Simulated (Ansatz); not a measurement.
Below is a relaxed structure of Ge. The cell was found from a structure generator's guess, not taken from experiment.

Level of theory: Ansatz 0.2.0, DFT PBE, scalar-relativistic, plane waves, PAW. Cutoff 420 eV, Γ-centred mesh, Gaussian smearing, no spin polarisation.

```yaml
crystal:
  lattice:
    - [4.06746, 0.00000, 0.00000]
    - [-2.03373, 3.52253, 0.00000]
    - [0.00000, 0.00000, 16.66561]
  atoms:
    - { symbol: Ge, position: [0.33333, 0.66667, 0.12477] }
    - { symbol: Ge, position: [0.33333, 0.66667, 0.52510] }
    - { symbol: Ge, position: [0.66667, 0.33333, 0.72578] }
    - { symbol: Ge, position: [0.00000, 0.00000, 0.92521] }
    - { symbol: Ge, position: [0.66667, 0.33333, 0.32430] }
    - { symbol: Ge, position: [0.33333, 0.66667, 0.67570] }
    - { symbol: Ge, position: [0.00000, 0.00000, 0.07479] }
    - { symbol: Ge, position: [0.66667, 0.33333, 0.87523] }
    - { symbol: Ge, position: [0.33333, 0.66667, 0.27422] }
    - { symbol: Ge, position: [0.66667, 0.33333, 0.47490] }
```

Energies count from the standard state of Ge at the same level.

Question: What space group does it have?

Answer: P-3m1 (No. 164). Conventional cell: a = 4.067 Å, c = 16.666 Å. Around Ge on its first site lie 4 Ge at 2.49 Å; Ge on its second site has 4 Ge at 2.49–2.51 Å; Ge on its third site has 4 Ge at 2.49 Å; Ge on its fourth site has 4 Ge at 2.49 Å; 1 more site not described.

Question: How far does it lie from the standard state of Ge?

Answer: 0.00 eV/atom. It is level with the standard state within the noise.

Question: Is it a metal?

Answer: There is no gap on the 12×12×4 mesh, but valence and conduction bands overlap by only 0.08 eV, so at this level it is a semimetal.

Question: From what recipe could a structure generator have reached it?

Answer: One such recipe: 4-connected net of one element (P-3m1, No. 164). Other recipes can lead to the same cell.

The last run used a 12×12×4 mesh (in the run's order of axes) for its 10-atom cell and Gaussian smearing of 0.10 eV. The zero gap may come from the functional, which often closes small gaps. A structure relaxed within its symmetry needn't be a true minimum.
